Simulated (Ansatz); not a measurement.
VBiO4 (Pbcn) from a database structure at its r2SCAN geometry, run in Ansatz 0.2.0 at 3 levels of theory. (Simulation; no magnetic order is allowed.)

The PBE+SOC input:
```yaml
crystal:
  lattice:
    - [5.0227449377, 0.0, 0.0]
    - [0.0, 11.9795406576, 0.0]
    - [0.0, 0.0, 5.3064459916]
  atoms:
    - { symbol: V, position: [0.0, 0.606511553, 0.75] }
    - { symbol: V, position: [0.5, 0.893488447, 0.25] }
    - { symbol: V, position: [0.0, 0.393488447, 0.25] }
    - { symbol: V, position: [0.5, 0.106511553, 0.75] }
    - { symbol: Bi, position: [0.0, 0.8851965781, 0.75] }
    - { symbol: Bi, position: [0.5, 0.6148034219, 0.25] }
    - { symbol: Bi, position: [0.0, 0.1148034219, 0.25] }
    - { symbol: Bi, position: [0.5, 0.3851965781, 0.75] }
    - { symbol: O, position: [0.2442329446, 0.9656707128, 0.0846310828] }
    - { symbol: O, position: [0.7442329446, 0.5343292872, 0.9153689172] }
    - { symbol: O, position: [0.2557670554, 0.5343292872, 0.5846310828] }
    - { symbol: O, position: [0.7557670554, 0.9656707128, 0.4153689172] }
    - { symbol: O, position: [0.7557670554, 0.0343292872, 0.9153689172] }
    - { symbol: O, position: [0.2557670554, 0.4656707128, 0.0846310828] }
    - { symbol: O, position: [0.7442329446, 0.4656707128, 0.4153689172] }
    - { symbol: O, position: [0.2442329446, 0.0343292872, 0.5846310828] }
    - { symbol: O, position: [0.6466811447, 0.8076137813, 0.0436037443] }
    - { symbol: O, position: [0.1466811447, 0.6923862187, 0.9563962557] }
    - { symbol: O, position: [0.8533188553, 0.6923862187, 0.5436037443] }
    - { symbol: O, position: [0.3533188553, 0.8076137813, 0.4563962557] }
    - { symbol: O, position: [0.3533188553, 0.1923862187, 0.9563962557] }
    - { symbol: O, position: [0.8533188553, 0.3076137813, 0.0436037443] }
    - { symbol: O, position: [0.1466811447, 0.3076137813, 0.4563962557] }
    - { symbol: O, position: [0.6466811447, 0.1923862187, 0.5436037443] }
kpoints:
  mp_grid: { grid: [6, 2, 6] }
  band_path:
    path:
      - [0.0, 0.0, 0.0]
      - [0.5, 0.0, 0.0]
      - [0.5, 0.5, 0.0]
      - [0.0, 0.5, 0.0]
      - [0.0, 0.0, 0.5]
      - [0.5, 0.0, 0.5]
      - [0.5, 0.5, 0.5]
      - [0.0, 0.5, 0.5]
      - [0.0, 0.0, 0.432292]
      - [0.479167, 0.0, 0.0]
      - [0.0, 0.0, 0.45]
    npoints: 1
hamiltonian:
  xc: pbe
scf:
  occupations: { method: fixed }
  n_extra_bands: 20
magnetization:
  noncollinear: true
  spin_orbit: true
output:
  forces: true
  stress: true
  eigenvalues: true
```

Main results, then, where recorded, the levels near the gap in eV from the Fermi energy (columns number the bands from 0), one row a point of the path (Γ, X, S, Y, Z, U, R, T, Γ–Z (0.86), Γ–X (0.96), Γ–Z (0.90)):
```
Crystal: 24 atoms, lattice volume = 319.290 Å³
Symmetry: 8 space group operations + 8 with time reversal
Magnetic group: BNS 60.418 (UNI 516)
```
```
Basis set: ecut = 420 eV, 6241 PW (Γ)
Bands: 228, of which v1, the nominal top of the filled ones, is band 208 counted from 1 (207 counted from 0)
k-points: 32 of 72
Free energy (F): -70487.955296 eV
Fermi energy:    7.872402 eV
--- Forces (eV/Å), atoms counted from 1 ---
  atom   1  V       0.00000    -0.11779      0.00000
  atom   2  V       0.00000      0.11779      0.00000
  atom   3  V       0.00000      0.11779      0.00000
  atom   4  V       0.00000    -0.11779      0.00000
  atom   5  Bi      0.00000    -0.12291      0.00000
  atom   6  Bi      0.00000      0.12291      0.00000
  atom   7  Bi      0.00000      0.12291      0.00000
  atom   8  Bi      0.00000    -0.12291      0.00000
  atom   9  O     -0.11312      0.08907    -0.11666
  atom  10  O     -0.11312    -0.08907      0.11666
  atom  11  O       0.11312    -0.08907    -0.11666
  atom  12  O       0.11312      0.08907      0.11666
  atom  13  O       0.11312    -0.08907      0.11666
  atom  14  O       0.11312      0.08907    -0.11666
  atom  15  O     -0.11312      0.08907      0.11666
  atom  16  O     -0.11312    -0.08907    -0.11666
  atom  17  O       0.13442    -0.22809    -0.23812
  atom  18  O       0.13442      0.22809      0.23812
  atom  19  O     -0.13442      0.22809    -0.23812
  atom  20  O     -0.13442    -0.22809      0.23812
  atom  21  O     -0.13442      0.22809      0.23812
  atom  22  O     -0.13442    -0.22809    -0.23812
  atom  23  O       0.13442    -0.22809      0.23812
  atom  24  O       0.13442      0.22809    -0.23812
--- Stress (GPa, compression-positive) ---
        4.931663       0.000000       0.000000
        0.000000       4.916023       0.000000
        0.000000       0.000000       5.043093
  P = ⅓ Tr σ = 4.9636 GPa (49.636 kbar)
```

PBE+SOC gives an indirect gap of 2.33 eV, from Γ–Z (0.86 of the way from Γ) to Γ–X (0.96 of the way from Γ); the least direct gap is 2.43 eV at Γ–Z (0.90 of the way from Γ).

HSE06. Against the first input these blocks differ (the band path and keys that only write files left aside):
```yaml
kpoints:
  mp_grid: { grid: [4, 2, 4] }
hamiltonian:
  xc: hse06
scf:
  occupations: { method: fixed }
  n_extra_bands: 10
```
(magnetization left out)

```
Basis set: ecut = 420 eV, 6241 PW (Γ)
Bands: 114, of which v1, the nominal top of the filled ones, is band 104 counted from 1 (103 counted from 0)
k-points: 18 of 32
Exchange kernel: α = 0.2500, screened, ω = 0.2079 Å⁻¹, Wigner–Seitz truncation, v(0) = 1046.1020 eV·Å³, q-mesh 4×2×4
hybrid outer 1: dexx = +1.756e-1 eV, tail = 8.96e-4 eV
hybrid outer 2: dexx = +3.016e-5 eV, tail = 2.69e-7 eV, Δε = 5.58e-3 eV, ΔF = 3.08e-2 eV/Å
hybrid outer 3: dexx = +3.438e-8 eV, tail = 2.72e-7 eV, Δε = 2.74e-4 eV, ΔF = 3.61e-4 eV/Å
hybrid outer 4: dexx = +4.428e-10 eV, tail = 4.75e-9 eV, Δε = 3.13e-5 eV, ΔF = 7.52e-5 eV/Å
Free energy (F): -70326.353585 eV
Fermi energy:    7.092165 eV
--- Forces (eV/Å), atoms counted from 1 ---
  atom   1  V       0.00000      0.50728      0.00000
  atom   2  V       0.00000    -0.50728      0.00000
  atom   3  V       0.00000    -0.50728      0.00000
  atom   4  V       0.00000      0.50728      0.00000
  atom   5  Bi      0.00000      0.15225      0.00000
  atom   6  Bi      0.00000    -0.15225      0.00000
  atom   7  Bi      0.00000    -0.15225      0.00000
  atom   8  Bi      0.00000      0.15225      0.00000
  atom   9  O       0.19744    -0.15677      0.16675
  atom  10  O       0.19744      0.15677    -0.16675
  atom  11  O     -0.19744      0.15677      0.16675
  atom  12  O     -0.19744    -0.15677    -0.16675
  atom  13  O     -0.19744      0.15677    -0.16675
  atom  14  O     -0.19744    -0.15677      0.16675
  atom  15  O       0.19744    -0.15677    -0.16675
  atom  16  O       0.19744      0.15677      0.16675
  atom  17  O     -0.30120      0.43609      0.47571
  atom  18  O     -0.30120    -0.43609    -0.47571
  atom  19  O       0.30120    -0.43609      0.47571
  atom  20  O       0.30120      0.43609    -0.47571
  atom  21  O       0.30120    -0.43609    -0.47571
  atom  22  O       0.30120      0.43609      0.47571
  atom  23  O     -0.30120      0.43609    -0.47571
  atom  24  O     -0.30120    -0.43609      0.47571
--- Stress (GPa, compression-positive) ---
       -1.761168       0.000000       0.000000
        0.000000      -2.294085       0.000000
        0.000000       0.000000      -2.220732
  P = ⅓ Tr σ = -2.0920 GPa (-20.920 kbar)
```
```tsv
band_99	band_100	band_101	band_102	band_103	band_104	band_105	band_106
-1.062	-0.956	-0.755	-0.738	-0.728	4.243	4.267	4.337
-0.974	-0.824	-0.824	0.000	0.000	3.766	3.766	3.901
-0.967	-0.702	-0.702	-0.087	-0.087	3.774	3.774	3.891
-1.222	-0.747	-0.747	-0.745	-0.745	4.214	4.214	4.542
-0.990	-0.716	-0.716	-0.027	-0.027	3.852	3.852	4.024
-1.174	-0.431	-0.431	-0.431	-0.431	4.446	4.446	4.446
-1.180	-0.409	-0.409	-0.409	-0.409	4.419	4.419	4.419
-1.132	-0.324	-0.324	-0.324	-0.324	3.938	3.938	3.938
-0.988	-0.833	-0.554	-0.159	0.017	3.862	3.904	3.985
-0.951	-0.840	-0.810	-0.031	0.020	3.761	3.781	3.891
-0.984	-0.816	-0.592	-0.117	0.015	3.853	3.885	3.989
```

HSE06 gives a direct gap of 3.74 eV at Γ–X (0.96 of the way from Γ). With the atoms held, the mean pressure is -2.1 GPa (compression positive). The stress of a hybrid is loosely converged here.

Q: In the first input these blocks are replaced (the band path and keys that only write files left aside):
```yaml
kpoints:
  mp_grid: { grid: [4, 2, 4] }
hamiltonian:
  xc: pbe0
scf:
  occupations: { method: fixed }
  n_extra_bands: 10
```
(magnetization left out)
What comes out?

A:
```
Basis set: ecut = 420 eV, 6241 PW (Γ)
Bands: 114, of which v1, the nominal top of the filled ones, is band 104 counted from 1 (103 counted from 0)
k-points: 18 of 32
Exchange kernel: α = 0.2500, full range, Wigner–Seitz truncation, v(0) = 16094.5431 eV·Å³, q-mesh 4×2×4
hybrid outer 1: dexx = +2.256e-1 eV, tail = 9.88e-4 eV
hybrid outer 2: dexx = +3.665e-5 eV, tail = 3.54e-7 eV, Δε = 8.93e-3 eV, ΔF = 3.35e-2 eV/Å
hybrid outer 3: dexx = +5.219e-8 eV, tail = 5.80e-8 eV, Δε = 2.77e-4 eV, ΔF = 3.42e-4 eV/Å
hybrid outer 4: dexx = +5.637e-10 eV, tail = 9.00e-10 eV, Δε = 1.01e-5 eV, ΔF = 4.53e-5 eV/Å
Free energy (F): -70316.294488 eV
Fermi energy:    6.732649 eV
--- Forces (eV/Å), atoms counted from 1 ---
  atom   1  V       0.00000      0.51898      0.00000
  atom   2  V       0.00000    -0.51898      0.00000
  atom   3  V       0.00000    -0.51898      0.00000
  atom   4  V       0.00000      0.51898      0.00000
  atom   5  Bi      0.00000      0.14985      0.00000
  atom   6  Bi      0.00000    -0.14985      0.00000
  atom   7  Bi      0.00000    -0.14985      0.00000
  atom   8  Bi      0.00000      0.14985      0.00000
  atom   9  O       0.20333    -0.15739      0.17239
  atom  10  O       0.20333      0.15739    -0.17239
  atom  11  O     -0.20333      0.15739      0.17239
  atom  12  O     -0.20333    -0.15739    -0.17239
  atom  13  O     -0.20333      0.15739    -0.17239
  atom  14  O     -0.20333    -0.15739      0.17239
  atom  15  O       0.20333    -0.15739    -0.17239
  atom  16  O       0.20333      0.15739      0.17239
  atom  17  O     -0.30875      0.44474      0.48385
  atom  18  O     -0.30875    -0.44474    -0.48385
  atom  19  O       0.30875    -0.44474      0.48385
  atom  20  O       0.30875      0.44474    -0.48385
  atom  21  O       0.30875    -0.44474    -0.48385
  atom  22  O       0.30875      0.44474      0.48385
  atom  23  O     -0.30875      0.44474    -0.48385
  atom  24  O     -0.30875    -0.44474      0.48385
--- Stress (GPa, compression-positive) ---
       -1.853564       0.000000       0.000000
        0.000000      -2.357640       0.000000
        0.000000       0.000000      -2.304153
  P = ⅓ Tr σ = -2.1718 GPa (-21.718 kbar)
```
```tsv
band_99	band_100	band_101	band_102	band_103	band_104	band_105	band_106
-1.087	-0.979	-0.790	-0.772	-0.755	4.976	5.003	5.072
-1.008	-0.851	-0.851	0.000	0.000	4.486	4.486	4.622
-1.001	-0.728	-0.728	-0.088	-0.088	4.494	4.494	4.612
-1.248	-0.781	-0.781	-0.772	-0.772	4.946	4.946	5.284
-1.025	-0.733	-0.733	-0.035	-0.035	4.577	4.577	4.750
-1.210	-0.447	-0.447	-0.447	-0.447	5.185	5.185	5.185
-1.216	-0.424	-0.424	-0.424	-0.424	5.156	5.156	5.156
-1.170	-0.337	-0.337	-0.337	-0.337	4.663	4.663	4.663
-1.023	-0.858	-0.568	-0.170	0.010	4.586	4.631	4.707
-0.986	-0.867	-0.837	-0.031	0.021	4.481	4.500	4.612
-1.019	-0.838	-0.607	-0.127	0.007	4.577	4.611	4.712
```
PBE0 gives a direct gap of 4.46 eV at Γ–X (0.96 of the way from Γ). The mean pressure at these positions is -2.2 GPa, compression counted positive. (The program warns that its thresholds are loose for a hybrid's stress.)

Small level splittings and stresses of the hybrids carry the error of their coarser meshes.

Totals of different functionals, or with and without spin-orbit coupling, can't be compared.

Only the levels marked +SOC include spin-orbit coupling.

The meshes of the hybrids are coarse, so their gaps aren't converged to the digits shown.
